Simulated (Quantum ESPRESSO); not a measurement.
# TiC (Fm-3m) in Quantum ESPRESSO: settings compared

The runs below take TiC through phonons, with WC, vdW-DF-cx, PBE.

Program: Quantum ESPRESSO 7.5. These are calculated values, not measurements. Logs are shortened: lines on timing, memory, paths and dates and some standing lists are left out, and cuts for length are marked.

### 1 The structure

It takes space group Fm-3m (No. 225, cubic). The conventional cell has a = 4.331 Å, b = 4.331 Å, c = 4.331 Å, α = 90.00°, β = 90.00°, γ = 90.00°. Around Ti (site symmetry m-3m) lie 6 C at 2.17 Å. C (site symmetry m-3m) is surrounded by 6 Ti at 2.17 Å.

The cell is a database's computed one.

### 2 Phonons, WC

pw.in

```
&CONTROL
  calculation = 'scf'
  prefix = 'pwscf'
  outdir = './tmp'
  pseudo_dir = './pseudo'
  tprnfor = .true.
  tstress = .true.
  disk_io = 'low'
/
&SYSTEM
  ibrav = 0
  nat = 2
  ntyp = 2
  ecutwfc = 84
  nbnd = 14
  input_dft = 'wc'
  occupations = 'smearing'
  smearing = 'mv'
  degauss = 0.01469973
/
&ELECTRONS
  conv_thr = 4d-10
  electron_maxstep = 120
  mixing_beta = 0.5
/
ATOMIC_SPECIES
Ti    47.8670 Ti.upf
C     12.0110 C.upf
CELL_PARAMETERS angstrom
   0.0000000000    2.1657188437    2.1657188437
   2.1657188437    0.0000000000    2.1657188437
   2.1657188437    2.1657188437    0.0000000000
ATOMIC_POSITIONS crystal
Ti     0.0000000000    0.0000000000    0.0000000000
C      0.5000000000    0.5000000000    0.5000000000
K_POINTS automatic
11 11 11 0 0 0
```

relax.in

```
&CONTROL
  calculation = 'vc-relax'
  prefix = 'pwscf'
  outdir = './tmp'
  pseudo_dir = './pseudo'
  tprnfor = .true.
  tstress = .true.
  disk_io = 'low'
  nstep = 40
  forc_conv_thr = 0.0001
  etot_conv_thr = 1d-06
/
&SYSTEM
  ibrav = 0
  nat = 2
  ntyp = 2
  ecutwfc = 84
  nbnd = 14
  input_dft = 'wc'
  occupations = 'smearing'
  smearing = 'mv'
  degauss = 0.01469973
/
&ELECTRONS
  conv_thr = 4d-10
  electron_maxstep = 120
  mixing_beta = 0.5
/
&IONS
  ion_dynamics = 'bfgs'
/
&CELL
  cell_dynamics = 'bfgs'
  press = 0
  press_conv_thr = 0.2
/
ATOMIC_SPECIES
Ti    47.8670 Ti.upf
C     12.0110 C.upf
CELL_PARAMETERS angstrom
   0.0000000000    2.1657188437    2.1657188437
   2.1657188437    0.0000000000    2.1657188437
   2.1657188437    2.1657188437    0.0000000000
ATOMIC_POSITIONS crystal
Ti     0.0000000000    0.0000000000    0.0000000000
C      0.5000000000    0.5000000000    0.5000000000
K_POINTS automatic
11 11 11 0 0 0
```

scf2.in

```
&CONTROL
  calculation = 'scf'
  prefix = 'pwscf'
  outdir = './tmp'
  pseudo_dir = './pseudo'
  tprnfor = .true.
  tstress = .true.
  disk_io = 'low'
/
&SYSTEM
  ibrav = 0
  nat = 2
  ntyp = 2
  ecutwfc = 84
  nbnd = 14
  input_dft = 'wc'
  occupations = 'smearing'
  smearing = 'mv'
  degauss = 0.01469973
/
&ELECTRONS
  conv_thr = 1d-13
  electron_maxstep = 120
  mixing_beta = 0.5
  startingpot = 'file'
  startingwfc = 'file'
/
ATOMIC_SPECIES
Ti    47.8670 Ti.upf
C     12.0110 C.upf
CELL_PARAMETERS angstrom
   0.0000000000    2.1503662971    2.1503662971
   2.1503662971    0.0000000000    2.1503662971
   2.1503662971    2.1503662971    0.0000000000
ATOMIC_POSITIONS crystal
Ti     0.0000000000    0.0000000000    0.0000000000
C      0.5000000000    0.5000000000    0.5000000000
K_POINTS automatic
11 11 11 0 0 0
```

ph.in

```
phonons of TiC
&INPUTPH
  prefix = 'pwscf'
  outdir = './tmp'
  tr2_ph = 1d-18
  fildyn = 'dyn'
  niter_ph = 90
  alpha_mix(1) = 0.4
/
0.0000000000 0.0000000000 0.0000000000
```

dynmat.in

```
&INPUT
  fildyn = 'dyn'
  asr = 'crystal'
  filout = 'dynmat.disp'
  fileig = 'dynmat.eig'
/
```

Potentials or basis: PseudoDojo 0.4.1 SR PBE standard.

Command:

```sh
$ OMP_NUM_THREADS=1 mpirun -n 4 pw.x -nk 4 -in pw.in > pw.out
$ OMP_NUM_THREADS=1 mpirun -n 4 pw.x -nk 4 -in relax.in > relax.out
$ OMP_NUM_THREADS=1 mpirun -n 4 pw.x -nk 4 -in scf2.in > scf2.out
$ OMP_NUM_THREADS=1 mpirun -n 4 ph.x -nk 4 -in ph.in > ph.out
$ OMP_NUM_THREADS=1 mpirun -n 1 dynmat.x -in dynmat.in > dynmat.out
```

pw.out:

```text
This program is part of the open-source Quantum ESPRESSO suite
     for quantum simulation of materials; please cite
         "P. Giannozzi et al., J. Phys.:Condens. Matter 21 395502 (2009);
         "P. Giannozzi et al., J. Phys.:Condens. Matter 29 465901 (2017);
         "P. Giannozzi et al., J. Chem. Phys. 152 154105 (2020);
     in publications or presentations arising from this work. More details at

     IMPORTANT: XC functional enforced from input :
     Exchange-correlation= WC
                           (   1   4  11   4   0   0   0)
     Any further DFT definition will be discarded
     Please, verify this is what you really want

     Message from routine setup:
     using ibrav=0 with symmetry is DISCOURAGED, use correct ibrav instead

     K-points division:     npool     =       4
     Subspace diagonalization in iterative solution of the eigenvalue problem:
     a serial algorithm will be used

     G-vector sticks info
     --------------------
     sticks:   dense  smooth     PW     G-vecs:    dense   smooth      PW
     Sum         769     769    241                14211    14211    2421

     Using Slab Decomposition

     bravais-lattice index     =            0
     lattice parameter (alat)  =       5.7878  a.u.
     unit-cell volume          =     137.0985 (a.u.)^3
     number of atoms/cell      =            2
     number of atomic types    =            2
     number of electrons       =        16.00
     number of Kohn-Sham states=           14
     kinetic-energy cutoff     =      84.0000  Ry
     charge density cutoff     =     336.0000  Ry
     scf convergence threshold =      4.0E-10
     mixing beta               =       0.5000
     number of iterations used =            8  plain     mixing
     Exchange-correlation= WC
                           (   1   4  11   4   0   0   0)

     celldm(1)=   5.787832  celldm(2)=   0.000000  celldm(3)=   0.000000
     celldm(4)=   0.000000  celldm(5)=   0.000000  celldm(6)=   0.000000

     crystal axes: (cart. coord. in units of alat)
               a(1) = (   0.000000   0.707107   0.707107 )
               a(2) = (   0.707107   0.000000   0.707107 )
               a(3) = (   0.707107   0.707107   0.000000 )

     reciprocal axes: (cart. coord. in units 2 pi/alat)
               b(1) = ( -0.707107  0.707107  0.707107 )
               b(2) = (  0.707107 -0.707107  0.707107 )
               b(3) = (  0.707107  0.707107 -0.707107 )

     PseudoPot. # 1 for Ti read from file:
     Ti.upf
     Pseudo is Norm-conserving + core correction, Zval = 12.0
     Generated using ONCVPSP code by D. R. Hamann
     Using radial grid of 1586 points,  6 beta functions with:
                l(1) =   0
                l(2) =   0
                l(3) =   1
                l(4) =   1
                l(5) =   2
                l(6) =   2

     PseudoPot. # 2 for C  read from file:
     C.upf
     Pseudo is Norm-conserving + core correction, Zval =  4.0
     Generated using ONCVPSP code by D. R. Hamann
     Using radial grid of 1248 points,  4 beta functions with:
                l(1) =   0
                l(2) =   0
                l(3) =   1
                l(4) =   1

     atomic species   valence    mass     pseudopotential
     Ti               12.00    47.86700     Ti( 1.00)
     C                 4.00    12.01100     C ( 1.00)

     48 Sym. Ops., with inversion, found

   Cartesian axes

     site n.     atom                  positions (alat units)
         1        Ti     tau(   1) = (   0.0000000   0.0000000   0.0000000  )
         2        C      tau(   2) = (   0.7071068   0.7071068   0.7071068  )

     number of k points=    56  Marzari-Vanderbilt smearing, width (Ry)=  0.0147
                       cart. coord. in units 2pi/alat
        k(    1) = (   0.0000000   0.0000000   0.0000000), wk =   0.0015026
        k(    2) = (   0.0642824   0.0642824  -0.0642824), wk =   0.0120210
        k(    3) = (   0.1285649   0.1285649  -0.1285649), wk =   0.0120210
        k(    4) = (   0.1928473   0.1928473  -0.1928473), wk =   0.0120210
        k(    5) = (   0.2571297   0.2571297  -0.2571297), wk =   0.0120210
        k(    6) = (   0.3214122   0.3214122  -0.3214122), wk =   0.0120210
[... 48 lines left out ...]
        k(   55) = (  -0.0642824  -0.4499770   0.7071068), wk =   0.0360631
        k(   56) = (   0.0000000  -0.3856946   0.6428243), wk =   0.0360631

     Dense  grid:    14211 G-vectors     FFT dimensions: (  36,  36,  36)

     Initial potential from superposition of free atoms

     starting charge      15.9984, renormalised to      16.0000
     Starting wfcs are   14 randomized atomic wfcs

     Self-consistent Calculation

     iteration #  1     ecut=    84.00 Ry     beta= 0.50
     Davidson diagonalization with overlap
     ethr =  1.00E-02,  avg # of iterations =  3.8

     total energy              =    -130.44757749 Ry
     estimated scf accuracy    <       0.77684636 Ry

     iteration #  2     ecut=    84.00 Ry     beta= 0.50
     Davidson diagonalization with overlap
     ethr =  4.86E-03,  avg # of iterations =  2.1
[... 57 lines left out ...]
     total energy              =    -130.78538863 Ry
     estimated scf accuracy    <       0.00000004 Ry

     iteration # 11     ecut=    84.00 Ry     beta= 0.50
     Davidson diagonalization with overlap
     ethr =  5.15E-11,  avg # of iterations =  2.4

     End of self-consistent calculation

          k = 0.0000 0.0000 0.0000 (  1807 PWs)   bands (ev):

   -41.8132 -17.8777 -17.8777 -17.8777   2.2264  15.3248  15.3248  15.3248
    16.3376  16.3376  16.3376  16.4000  16.4000  25.0683

          k = 0.0643 0.0643-0.0643 (  1804 PWs)   bands (ev):

   -41.8073 -17.9196 -17.8817 -17.8817   2.4143  14.5095  14.8036  14.8036
    15.6664  15.6664  16.7295  17.8669  17.8669  25.3930

          k = 0.1286 0.1286-0.1286 (  1793 PWs)   bands (ev):
[... 96 lines left out ...]
   -41.7332 -18.3060 -18.0381 -17.9383   5.3401   9.6534  11.7758  11.9841
    17.2167  17.5756  18.4908  20.7669  22.5662  24.9904

          k =-0.0643-0.3214 0.3214 (  1789 PWs)   bands (ev):

   -41.7460 -18.2387 -18.0271 -17.9163   4.7111  10.3923  12.1084  12.1405
    16.6683  17.6455  18.4471  19.8291  22.6527  25.6776

          k = 0.0000-0.2571 0.2571 (  1785 PWs)   bands (ev):

   -41.7637 -18.1559 -17.9873 -17.8978   3.9621  11.3793  12.4775  12.6865
    16.1919  17.3330  18.2427  19.0546  21.9823  26.3839

          k = 0.3857 0.0000-0.0000 (  1772 PWs)   bands (ev):

   -41.7566 -18.1430 -17.9760 -17.9760   3.8969  10.9999  13.8553  14.2292
    14.2292  16.9587  18.5315  18.5315  20.9437  27.9030

          k = 0.4500 0.0643-0.0643 (  1775 PWs)   bands (ev):
[... 36 lines left out ...]
   -41.7162 -18.2802 -18.1068 -18.0227   4.8334  11.0858  11.8941  13.4169
    15.5076  17.9876  18.3897  19.1911  20.5463  27.2647

          k =-0.0000-0.5143 0.5143 (  1776 PWs)   bands (ev):

   -41.7168 -18.2324 -18.1760 -17.9995   5.1228  10.9285  11.3039  12.7709
    16.3165  17.7437  18.5511  20.1832  20.4744  27.2239

          k = 0.6428-0.0000 0.0000 (  1756 PWs)   bands (ev):

   -41.7159 -18.3149 -18.0462 -18.0462   4.5158  11.1209  13.0213  14.5746
    14.5746  17.3932  18.2536  18.2536  20.6454  26.3651

          k =-0.0000-0.6428 0.6428 (  1764 PWs)   bands (ev):

   -41.7139 -18.3121 -18.0681 -18.0434   4.6052  11.2075  12.6197  14.1948
    14.8839  17.9796  18.1515  18.2533  20.5052  26.5920

          k = 0.2571 0.1286 0.0000 (  1786 PWs)   bands (ev):

   -41.7787 -18.0712 -17.9441 -17.9040   3.3550  12.0435  13.4421  13.5017
    15.5021  16.8219  18.0056  18.5177  20.7246  26.6717

          k = 0.3214 0.1928-0.0643 (  1789 PWs)   bands (ev):

   -41.7601 -18.1761 -17.9769 -17.9164   4.0585  11.0900  12.5501  12.8817
    15.9673  17.2828  18.2407  19.4380  21.7817  26.4443

          k = 0.3857 0.2571-0.1286 (  1786 PWs)   bands (ev):
[... 26 lines left out ...]
   -41.7243 -18.2905 -18.0858 -17.9752   5.3777   9.9475  11.5946  12.2022
    17.2253  17.4346  18.4625  20.7695  21.4647  25.9864

          k =-0.0643-0.3214 0.4500 (  1782 PWs)   bands (ev):

   -41.7307 -18.2629 -18.0842 -17.9550   5.1712  10.0805  11.7695  12.1600
    16.8985  17.7460  18.5475  19.9439  22.1647  26.1690

          k = 0.0000-0.2571 0.3857 (  1779 PWs)   bands (ev):

   -41.7440 -18.2215 -18.0437 -17.9319   4.6514  10.5119  12.1983  12.3267
    16.3778  17.7743  18.5822  19.3362  22.3023  26.5895

          k = 0.5143 0.1286 0.0000 (  1779 PWs)   bands (ev):

   -41.7297 -18.2538 -18.0406 -18.0107   4.5764  10.7062  12.6456  13.4830
    15.2539  17.7509  18.5151  18.7440  21.2350  27.5954

          k =-0.1286-0.5143 0.6428 (  1777 PWs)   bands (ev):

   -41.7206 -18.2688 -18.0876 -18.0207   4.8798  10.8113  12.0031  12.9589
    15.9106  17.9762  18.4009  19.2318  20.9274  27.6458

          k =-0.0643-0.4500 0.5785 (  1775 PWs)   bands (ev):

   -41.7174 -18.2447 -18.1488 -18.0102   5.1446  10.8026  11.4620  12.5562
    16.5829  17.7307  18.4388  20.2584  20.4088  27.3643

          k = 0.0000-0.3857 0.5143 (  1777 PWs)   bands (ev):

   -41.7212 -18.2246 -18.1670 -17.9843   5.2746  10.3859  11.4977  12.2684
    17.2929  17.3261  18.6035  19.8500  21.4016  26.9621

          k =-0.0643-0.5785 0.7071 (  1769 PWs)   bands (ev):

   -41.7157 -18.2962 -18.0680 -18.0470   4.6779  11.1195  12.4758  13.5805
    15.3664  18.0725  18.2558  18.3990  20.6041  26.9869

          k =-0.0000-0.5143 0.6428 (  1773 PWs)   bands (ev):
[... 11 lines left out ...]
   -41.7190 -18.2424 -18.1368 -18.0127   5.2019  10.6168  11.5940  12.2599
    17.0576  17.5734  18.3990  19.9645  20.8433  27.4026

          k =-0.0643-0.4500 0.7071 (  1783 PWs)   bands (ev):

   -41.7152 -18.2461 -18.1262 -18.0470   5.0172  11.1353  11.8148  12.3522
    16.6231  17.9272  18.2648  19.3381  20.4278  28.4919

          k = 0.0000-0.3857 0.6428 (  1777 PWs)   bands (ev):

   -41.7147 -18.2020 -18.1796 -18.0435   5.1391  11.2669  11.4156  12.1548
    17.1665  17.5899  18.2894  19.9454  20.0377  28.2592

     the Fermi energy is    14.6804 ev

!    total energy              =    -130.78538863 Ry
     estimated scf accuracy    <          1.5E-10 Ry
     smearing contrib. (-TS)   =      -0.00001521 Ry
     internal energy E=F+TS    =    -130.78537342 Ry

     The total energy is F=E-TS. E is the sum of the following terms:
     one-electron contribution =     -29.47380252 Ry
     hartree contribution      =      22.73150559 Ry
     xc contribution           =     -21.64006631 Ry
     ewald contribution        =    -102.40301018 Ry

     convergence has been achieved in  11 iterations

     Forces acting on atoms (cartesian axes, Ry/au):

     atom    1 type  1   force =     0.00000000    0.00000000   -0.00000000
     atom    2 type  2   force =     0.00000000   -0.00000000   -0.00000000

     Total force =     0.000000     Total SCF correction =     0.000000

     Computing stress (Cartesian axis) and pressure

          total   stress  (Ry/bohr**3)                   (kbar)     P=      -54.68
  -0.00037168   0.00000000   0.00000000          -54.68        0.00        0.00
   0.00000000  -0.00037168   0.00000000            0.00      -54.68        0.00
   0.00000000   0.00000000  -0.00037168            0.00        0.00      -54.68

=------------------------------------------------------------------------------=
   JOB DONE.
=------------------------------------------------------------------------------=
```

It took 2.2 min on 4 MPI ranks of Intel Xeon Platinum 8259CL at 2.50GHz (Skylake/Cascade Lake), shared host; peak memory 0.32 GiB.

Results:

| Item | Value |
| --- | --- |
| Free energy | -1779.4332 eV |
| Relaxed volume | 9.94 Å³/atom |
| Relaxed cell | a = 3.041 Å, b = 3.041 Å, c = 3.041 Å, α = 60.00°, β = 60.00°, γ = 60.00° |
| Space group after relaxing (to 0.05 Å) | Fm-3m (No. 225) |
| Pressure after relaxing | 0.0 GPa |
| Band gap on the k mesh | none (metal or under the smearing width) |
| Highest phonon frequency at Γ | 532 cm⁻¹ |

The path:
```tsv
step	energy change (eV)	largest force (eV/Å)	pressure (GPa)	volume (Å³)
1	0.0000	0.0000	-5.47	20.32
2	-0.0067	0.0000	1.80	19.75
3	-0.0075	0.0000	-0.06	19.89
4	-0.0075	0.0000	0.00	19.89
```

Final structure:
```cif
data_structure
_symmetry_space_group_name_H-M 'P 1'
_symmetry_Int_Tables_number 1
_cell_length_a 3.0411
_cell_length_b 3.0411
_cell_length_c 3.0411
_cell_angle_alpha 60.000
_cell_angle_beta 60.000
_cell_angle_gamma 60.000
_cell_volume 19.89
loop_
_atom_site_label
_atom_site_type_symbol
_atom_site_fract_x
_atom_site_fract_y
_atom_site_fract_z
_atom_site_occupancy
Ti1 Ti 0.00000 0.00000 0.00000 1
C1 C 0.50000 0.50000 0.50000 1
```

Levels at points of the mesh, in eV from the Fermi level:
| k point | band 6 | band 7 | band 8 | band 9 | band 10 | band 11 |
| --- | --- | --- | --- | --- | --- | --- |
| (0.00, 0.00, 0.00) | 0.65 | 0.65 | 0.65 | 1.68 | 1.68 | 1.68 |

Phonon frequencies in cm⁻¹ (negative: imaginary):
```csv
q point,frequencies
"(0.000, 0.000, 0.000)",-1 -1 -1 532 532 532
```

Optical modes at Γ, degenerate ones joined:
```csv
cm⁻¹,components,symmetry,active in
532,3,T1u,IR
```

Caveat: the potentials were made for another functional, which shifts forces and pressure.

(Part 1 of 3 ends here.)
